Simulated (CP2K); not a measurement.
As:

```xyz
1
Lattice="2.9987 0.0000 0.0000 -0.1584 2.5934 0.0000 0.5881 0.5415 2.4555" Properties=species:S:1:pos:R:3 pbc="T T T"
As    1.7142    1.5675    1.2277
```

Base run:

| Item | Value |
| --- | --- |
| Program | CP2K 2026.2 |
| Functional | LDA |
| Potentials or basis | POTENTIAL_UZH As GTH-PBE-q5; TZVP-MOLOPT-PBE-GTH basis |
| Density cutoff | 9184 eV |
| k mesh | 9 × 10 × 11 |
| Occupations | fermi-dirac, width 0.05 eV |
| Spin | no spin polarisation |

Its results: band gap on the k mesh none (metal or under the smearing width); pressure 6.6 GPa.

**Question.** The run is repeated on the same cell with these changes: functional from LDA to PBE. What comes out?

**Answer.** Band gap on the k mesh none (metal or under the smearing width); pressure 8.3 GPa.

PBE binds less tightly than LDA, so the same cell stands under more pressure.

Caveats: the basis of atomic orbitals isn't converged, which shifts pressures, moduli and gaps; the potentials were made for another functional, which shifts forces and pressure (some runs).
